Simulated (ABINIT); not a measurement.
ZrN:

```
Zr N
1.0
     0.00000    2.30000    2.30000
     2.30000    0.00000    2.30000
     2.30000    2.30000    0.00000
Zr N
1 1
Direct
  0.50000 0.50000 0.50000
  0.00000 0.00000 0.00000
```

Base run:

* Program: ABINIT 10.8.3 (patched build)
* Functional: PBE
* Potentials or basis: JTH PAW PBE v2.0
* Cutoff: 707 eV
* k mesh: 10 × 10 × 10
* Occupations: fermi-dirac, width 0.05 eV
* Spin: no spin polarisation

Its results: band gap on the k mesh none (metal or under the smearing width); pressure -1.1 GPa.

The run is repeated on the same cell with these changes: functional from PBE to revPBE. What comes out?

Band gap on the k mesh none (metal or under the smearing width); pressure 1.6 GPa.

revPBE binds less tightly than PBE, so the same cell stands under more pressure.

Caveats: the PAW data sets were made with another functional, which shifts forces and pressure a little (some runs).
